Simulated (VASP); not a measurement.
Crystal: BP.

```
CELL_PARAMETERS angstrom
0.00000 2.26900 2.26900
2.26900 0.00000 2.26900
2.26900 2.26900 0.00000
ATOMIC_POSITIONS crystal
P 0.75000 0.75000 0.75000
B 0.00000 0.00000 0.00000
```

Base run:

| Quantity | Value |
| --- | --- |
| Program | VASP 6.6.1 |
| Functional | AM05 |
| Potentials or basis | VASP PAW PBE potentials, release 64 (P, B) |
| Cutoff | 520 eV |
| k mesh | 10 × 10 × 10 |
| Occupations | fermi-dirac, width 0.05 eV |
| Spin | no spin polarisation |

Its results: band gap on the k mesh 1.14 eV, indirect (least direct gap 3.33 eV).

Question: The run is repeated on the same cell with these changes: functional from AM05 to TPSS. What comes out?

Answer: Band gap on the k mesh 1.26 eV, indirect (least direct gap 3.54 eV).

TPSS gives the wider gap, since meta-GGAs in the generalised Kohn-Sham scheme recover part of the derivative discontinuity.
